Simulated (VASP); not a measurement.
GaSe: band structure with HSE06

Crystal: GaSe.

```xyz
8
Lattice="3.7710 0.0000 0.0000 -1.8855 3.2658 0.0000 0.0000 0.0000 15.9667" Properties=species:S:1:pos:R:3 pbc="T T T"
Ga    0.0000    2.1772    2.7696
Ga    1.8855    1.0886   10.7530
Ga    0.0000    2.1772    5.2137
Ga    1.8855    1.0886   13.1971
Se    0.0000    2.1772    9.5721
Se    1.8855    1.0886    1.5888
Se    0.0000    2.1772   14.3779
Se    1.8855    1.0886    6.3946
```

```json
{
 "Program": "VASP 6.6.1",
 "Task": "band structure",
 "Functional": "HSE06",
 "Potentials or basis": "VASP PAW PBE potentials, release 64 (Ga_d, Se)",
 "Cutoff": "520 eV",
 "k mesh": "6 × 6 × 1",
 "Occupations": "gaussian, width 0.03 eV",
 "Spin": "no spin polarisation",
 "Grid for exact exchange (PRECFOCK)": "Fast",
 "Screening parameter": "0.2 1/A",
 "Further INCAR settings": "ALGO = Normal; EDIFF = 1e-06"
}
```

- Pressure: 0.1 GPa
- Largest force: 0.351 eV/Å
- Band gap on the k mesh: 1.75 eV, direct
- Band gap along the path: 1.75 eV, direct

Forces on the atoms (eV/Å):
```
Ga   0.000  0.000 -0.250
Ga   0.000  0.000 -0.250
Ga   0.000  0.000  0.250
Ga   0.000  0.000  0.250
Se   0.000  0.000  0.351
Se   0.000  0.000  0.351
Se   0.000  0.000 -0.351
Se   0.000  0.000 -0.351
```

Stress tensor (GPa, compression positive):
```
-0.15  0.00  0.00
 0.00 -0.15  0.00
 0.00  0.00  0.49
```

Levels at points of the mesh, in eV from the valence-band top:
```
           k point  band 36  band 37  band 38  band 39  band 40  band 41
(0.00, 0.00, 0.00)    -1.30    -1.30     0.00     1.75     2.74     3.00
(0.50, 0.00, 0.00)    -2.57    -2.49    -1.98     1.83     1.90     2.49
```

It took 32 min on 4 MPI ranks on Intel(R) Xeon(R) Platinum 8488C (Sapphire Rapids), on a shared host, peak memory 0.52 GiB a rank.

Caveat: the PAW data sets were made with another functional, which shifts forces and pressure a little; this functional lacks dispersion, which binds the layers, so the pressure and a relaxed spacing across them are unreliable.
